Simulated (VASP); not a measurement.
# TiN (Osbornite) in VASP: single point with PBEsol

Aim: the single point of TiN (Osbornite) with PBEsol.

All numbers are computed with VASP 6.6.1; they aren't measurements. Logs are shortened: lines on timing, memory, paths and dates and some standing lists are left out, and cuts for length are marked.

## 1. The cell of the first run

The cell holds a slab with vacuum, 12 atoms: a = 2.973 Å, b = 2.973 Å, c = 28.349 Å, α = 90.00°, β = 90.00°, γ = 120.00°.

## 2. Single point, PBEsol ((1 1 1) slab cut from the bulk)

INCAR

```
  PREC = Accurate
  ENCUT = 520
  EDIFF = 1E-6
  ISMEAR = 0
  SIGMA = 0.1
  LREAL = False
  LASPH = True
  NELM = 100
  ALGO = Fast
  ISIF = 2
  LWAVE = False
  LCHARG = True
  LDIPOL = True
  IDIPOL = 3
  DIPOL = 0.5 0.5 0.500
  GGA = PS
  LELF = True
  LVHAR = True
  LVACPOTAV = True
  NBANDS = 63
```

KPOINTS

```
regular mesh
0
Gamma
  12 12 1
```

POSCAR

```
TiN
1.0
    2.9726293472      0.0000000000      0.0000000000
   -1.4863146736      2.5743725307      0.0000000000
    0.0000000000      0.0000000000     28.3492793409
N Ti
6 6
Direct
    0.3333333333      0.6666666667      0.2645569896
    0.0000000000      0.0000000000      0.3501726298
    0.6666666667      0.3333333333      0.4357882699
    0.3333333333      0.6666666667      0.5214039100
    0.0000000000      0.0000000000      0.6070195502
    0.6666666667      0.3333333333      0.6926351903
    0.6666666667      0.3333333333      0.3073648097
    0.3333333333      0.6666666667      0.3929804498
    0.0000000000      0.0000000000      0.4785960900
    0.6666666667      0.3333333333      0.5642117301
    0.3333333333      0.6666666667      0.6498273702
    0.0000000000      0.0000000000      0.7354430104
```

Potentials or basis: VASP PAW PBE potentials, release 64 (N, Ti_sv).

The run is started by

```
cat potpaw_PBE.64/N/POTCAR potpaw_PBE.64/Ti_sv/POTCAR > POTCAR
mpirun -np 1 vasp_std > vasp.out
```

OUTCAR:

```text
PREC = Accurate
   ENCUT = 520
   EDIFF = 1E-6
   ISMEAR = 0
   LREAL = False
   LASPH = True
   NELM = 100
   ISIF = 2
   GGA = PS

 ion  position               nearest neighbor table
   1  0.333  0.667  0.265-   7 2.10   7 2.10   7 2.10
   2  0.000  0.000  0.350-   8 2.10   8 2.10   8 2.10   7 2.10   7 2.10   7 2.10
   3  0.667  0.333  0.436-   8 2.10   9 2.10   8 2.10   9 2.10   9 2.10   8 2.10
   4  0.333  0.667  0.521-   9 2.10   9 2.10   9 2.10  10 2.10  10 2.10  10 2.10
   5  0.000  0.000  0.607-  11 2.10  11 2.10  11 2.10  10 2.10  10 2.10  10 2.10
   6  0.667  0.333  0.693-  11 2.10  12 2.10  11 2.10  12 2.10  12 2.10  11 2.10
   7  0.667  0.333  0.307-   1 2.10   1 2.10   2 2.10   2 2.10   2 2.10   1 2.10
   8  0.333  0.667  0.393-   2 2.10   2 2.10   2 2.10   3 2.10   3 2.10   3 2.10
   9  0.000  0.000  0.479-   4 2.10   4 2.10   4 2.10   3 2.10   3 2.10   3 2.10
  10  0.667  0.333  0.564-   4 2.10   5 2.10   4 2.10   5 2.10   5 2.10   4 2.10
  11  0.333  0.667  0.650-   5 2.10   5 2.10   5 2.10   6 2.10   6 2.10   6 2.10
  12  0.000  0.000  0.735-   6 2.10   6 2.10   6 2.10

  LATTYP: Found a hexagonal cell.
 ALAT       =     2.9726293472
 C/A-ratio  =     9.5367689778

  Lattice vectors:

 A1 = (   2.9726293472,   0.0000000000,   0.0000000000)
 A2 = (  -1.4863146736,   2.5743725307,   0.0000000000)
 A3 = (   0.0000000000,   0.0000000000,  28.3492793409)

Analysis of symmetry for initial positions (statically):
=====================================================================
 Subroutine PRICEL returns:
 Original cell was already a primitive cell.

 Routine SETGRP: Setting up the symmetry group for a
 hexagonal supercell.

 Subroutine GETGRP returns: Found  6 space group operations
 (whereof  6 operations were pure point group operations)
 out of a pool of 24 trial point group operations.

The static configuration has the point symmetry C_3v.

Analysis of symmetry for dynamics (positions and initial velocities):
=====================================================================
 Subroutine PRICEL returns:
 Original cell was already a primitive cell.

 Routine SETGRP: Setting up the symmetry group for a
 hexagonal supercell.

 Subroutine GETGRP returns: Found  6 space group operations
 (whereof  6 operations were pure point group operations)
 out of a pool of 24 trial point group operations.

The dynamic configuration has the point symmetry C_3v.

 Subroutine INISYM returns: Found  6 space group operations
 (whereof  6 operations are pure point group operations),
 and found     1 'primitive' translations

----------------------------------------------------------------------------------------

                                     Primitive cell

  volume of cell :     216.9473

  direct lattice vectors                    reciprocal lattice vectors
     2.972629347  0.000000000  0.000000000     0.336402519  0.194222085  0.000000000
    -1.486314674  2.574372531  0.000000000     0.000000000  0.388444170  0.000000000
     0.000000000  0.000000000 28.349279341     0.000000000  0.000000000  0.035274265

  length of vectors
     2.972629347  2.972629347 28.349279341     0.388444170  0.388444170  0.035274265

  position of ions in fractional coordinates (direct lattice)
     0.333333333  0.666666667  0.264556990
     0.000000000  0.000000000  0.350172630
     0.666666667  0.333333333  0.435788270
     0.333333333  0.666666667  0.521403910
     0.000000000  0.000000000  0.607019550
     0.666666667  0.333333333  0.692635190
     0.666666667  0.333333333  0.307364810
     0.333333333  0.666666667  0.392980450
     0.000000000  0.000000000  0.478596090
     0.666666667  0.333333333  0.564211730
     0.333333333  0.666666667  0.649827370
     0.000000000  0.000000000  0.735443010

  ion indices of the primitive-cell ions
   primitive index   ion index
                 1           1
                 2           2
                 3           3
                 4           4
                 5           5
                 6           6
                 7           7
                 8           8
                 9           9
                10          10
                11          11
                12          12

----------------------------------------------------------------------------------------

 KPOINTS: regular mesh

Automatic generation of k-mesh.
 Grid dimensions read from file:
 generate k-points for:   12   12    1

 Generating k-lattice:

  Cartesian coordinates                     Fractional coordinates (reciprocal lattice)
     0.028033543  0.016185174  0.000000000     0.083333333 -0.000000000  0.000000000
     0.000000000  0.032370347  0.000000000     0.000000000  0.083333333  0.000000000
     0.000000000  0.000000000  0.035274265     0.000000000  0.000000000  1.000000000

  Length of vectors
     0.032370347  0.032370347  0.035274265

  Shift w.r.t. Gamma in fractional coordinates (k-lattice)
     0.000000000  0.000000000  0.000000000

 Subroutine IBZKPT returns following result:
 ===========================================

 Found     19 irreducible k-points:

 Following reciprocal coordinates:
            Coordinates               Weight
  0.000000  0.000000  0.000000      1.000000
  0.083333  0.000000  0.000000      6.000000
  0.166667  0.000000  0.000000      6.000000
  0.250000  0.000000  0.000000      6.000000
  0.333333  0.000000  0.000000      6.000000
  0.416667  0.000000  0.000000      6.000000
[... 11 lines left out ...]
  0.333333  0.250000  0.000000     12.000000
  0.333333  0.333333  0.000000      2.000000
   k-points           NKPTS =     19   k-points in BZ     NKDIM =     19   number of bands    NBANDS=     63
   number of dos      NEDOS =    301   number of ions     NIONS =     12
   total plane-waves  NPLWV = 124416
   dimension x,y,z NGX =    24 NGY =   24 NGZ =  216
   dimension x,y,z NGXF=    48 NGYF=   48 NGZF=  432
   ions per type =               6   6
   NGX,Y,Z   is equivalent  to a cutoff of  13.42, 13.42, 12.67 a.u.
   NGXF,Y,Z  is equivalent  to a cutoff of  26.84, 26.84, 25.33 a.u.
 SYSTEM =  unknown system
   PREC   = accura    normal or accurate (medium, high low for compatibility)
   ISTART =      0    job   : 0-new  1-cont  2-samecut
   ICHARG =      2    charge: 1-file 2-atom 10-const
   ISPIN  =      1    spin polarized calculation?
   LNONCOLLINEAR =      F non collinear calculations
   LSORBIT =      F    spin-orbit coupling
   LASPH  =      T    aspherical Exc in radial PAW
   ENCUT  =  520.0 eV  38.22 Ry    6.18 a.u.   5.53  5.53 52.71*2*pi/ulx,y,z
   NELM   =    100;   NELMIN=  2; NELMDL= -5     # of ELM steps
   EDIFF  = 0.1E-05   stopping-criterion for ELM
   LREAL  =      F    real-space projection
   EDIFFG = 0.1E-04   stopping-criterion for IOM
   NSW    =      0    number of steps for IOM
   IBRION =     -1    ionic relax: 0-MD 1-quasi-New 2-CG
   NFREE  =      0    steps in history (QN), initial steepest desc. (CG)
   ISIF   =      2    stress and relaxation
   ISYM   =      2    0-nonsym 1-usesym 2-fastsym
   POTIM  = 0.5000    time-step for ionic-motion
   TEBEG  =    0.0;   TEEND  =   0.0 temperature during run
   PSTRESS=    0.0 pullay stress
   NELECT =     102.0000    total number of electrons
   NUPDOWN=      -1.0000    fix difference up-down
   EMIN   =  10.00;   EMAX   =-10.00  energy-range for DOS
   EFERMI =   0.00;   METHOD = LEGACY
   ISMEAR =     0;   SIGMA  =   0.10  broadening in eV -4-tet -1-fermi 0-gaus
   EFERMI_NEDOS =   21; number of points for ismear=-14 and -15
   IALGO  =     68    algorithm
   IMIX   =      4    mixing-type and parameters
     AMIX     =   0.40;   BMIX     =  1.00
     AMIX_MAG =   1.60;   BMIX_MAG =  1.00
  volume/ion in A,a.u.               =      18.08       122.00
  Fermi-wavevector in a.u.,A,eV,Ry     =   1.272986  2.405594 22.048137  1.620492
  Thomas-Fermi vector in A             =   2.405834
   LORBIT       =      0    0 simple, 1 ext, 2 COOP (PROOUT), +10 PAW based schemes
   GGA     = PS    functional components
   LHFCALC =     F    Hartree Fock is set to
   AEXX    =    0.0000 exact exchange contribution
   IVDW    =     0    specifies the selected vdW correction
   LEPSILON=     F    determine dielectric tensor
   LRPA    =     F    only Hartree local field effects (RPA)
 non-spin polarized calculation
 RMM-DIIS sequential band-by-band and
 Gauss-broadening in eV      SIGMA  =   0.10
  energy-cutoff  :      520.00
  volume of cell :      216.95
 maximum number of plane-waves:      5935
 NGX is ok and might be reduce to    24
   NGX = 11   NGY = 11   NGZ =105

 dipolmoment           0.000000      0.000000      0.048835 electrons x Angstroem

 number of electron     102.0000018 magnetization

 dipolmoment           0.000000      0.000000     -0.145014 electrons x Angstroem

 Free energy of the ion-electron system (eV)
  ---------------------------------------------------
  ext. energy  EPLUGINS =         0.00000000
  ---------------------------------------------------
  free energy    TOTEN  =      -119.59790457 eV

  energy without entropy =     -119.55865789  energy(sigma->0) =     -119.57828123

 E-fermi :   2.7341     XC(G=0):  -7.6462

 val. band max:        2.7211037762   @ k =   0.0833   0.0000   0.0000
 cond. band min:       2.7613454905   @ k =   0.3333   0.0833   0.0000
 fundamental gap:      0.0402417142
 Fermi energy:         2.7340897292

 k-point     1 :       0.0000    0.0000    0.0000
  band No.  band energies     occupation
      1     -54.8381      2.00000
      2     -54.7837      2.00000
      3     -54.7310      2.00000
      4     -54.6775      2.00000
      5     -54.2497      2.00000
      6     -53.5493      2.00000
[... 1243 lines left out ...]
     62       5.7009      0.00000
     63       6.0872      0.00000

------------------------ aborting loop because EDIFF is reached ----------------------------------------

  FORCE on cell =-STRESS in cart. coord.  units (eV):
  Direction    XX          YY          ZZ          XY          YZ          ZX
  --------------------------------------------------------------------------------------
  -------------------------------------------------------------------------------------
  Total       -2.3744696     -2.3744696     -4.9737424     -0.0000000     -0.0000000      0.0000000
  in kB      -17.5356968    -17.5356968    -36.7315868     -0.0000000     -0.0000000      0.0000000
  external PRESSURE =     -23.9343268 kB  Pullay stress =       0.0000000 kB

 VOLUME and BASIS-vectors are now :
 -----------------------------------------------------------------------------
  energy-cutoff  :      520.00
  volume of cell :      216.95
      direct lattice vectors                 reciprocal lattice vectors
     2.972629347  0.000000000  0.000000000     0.336402519  0.194222085  0.000000000
    -1.486314674  2.574372531  0.000000000     0.000000000  0.388444170  0.000000000
     0.000000000  0.000000000 28.349279341     0.000000000  0.000000000  0.035274265

 POSITION                                       TOTAL-FORCE (eV/Angst)
 -----------------------------------------------------------------------------------
     -0.00000      1.71625      7.50000         0.000000      0.000000      4.373417
      0.00000      0.00000      9.92714         0.000000      0.000000      1.154262
      1.48631      0.85812     12.35428        -0.000000      0.000000     -0.072651
     -0.00000      1.71625     14.78143        -0.000000      0.000000      0.145172
      0.00000      0.00000     17.20857         0.000000     -0.000000     -0.053038
      1.48631      0.85812     19.63571         0.000000     -0.000000      0.894256
      1.48631      0.85812      8.71357         0.000000      0.000000     -5.727140
     -0.00000      1.71625     11.14071         0.000000      0.000000      0.152238
      0.00000      0.00000     13.56785        -0.000000      0.000000      0.112783
      1.48631      0.85812     15.99500        -0.000000     -0.000000     -0.416136
     -0.00000      1.71625     18.42214        -0.000000      0.000000      0.811818
      0.00000      0.00000     20.84928         0.000000      0.000000     -1.374981
 -----------------------------------------------------------------------------------
    total drift:                               -0.000000      0.000000     -0.000838

  FREE ENERGIE OF THE ION-ELECTRON SYSTEM (eV)
  ---------------------------------------------------
  free  energy   TOTEN  =      -119.5979045668 eV

  energy  without entropy=     -119.5586578850  energy(sigma->0) =     -119.57828123

 vacuum level on the upper side and lower side of the slab         7.426        10.856
```

It took 15 min on 1 thread of Intel Xeon Platinum 8375C at 2.90GHz (Ice Lake), shared host; peak memory 0.46 GiB.

Results:

```
Free energy                     : -119.5979 eV
Largest force                   : 5.727 eV/Å
Band gap on the k mesh          : none (metal or under the smearing width)
Work function of the upper face : 4.69 eV
Work function of the lower face : 8.12 eV
```

Forces in eV/Å, atoms in the order of the input:
```
N    0.000  0.000  4.373
N    0.000  0.000  1.154
N    0.000  0.000 -0.073
N    0.000  0.000  0.145
N    0.000  0.000 -0.053
N    0.000  0.000  0.894
Ti   0.000  0.000 -5.727
Ti   0.000  0.000  0.152
Ti   0.000  0.000  0.113
Ti   0.000  0.000 -0.416
Ti   0.000  0.000  0.812
Ti   0.000  0.000 -1.375
```

Caveat: the PAW data sets were made with another functional, which shifts forces and pressure a little.
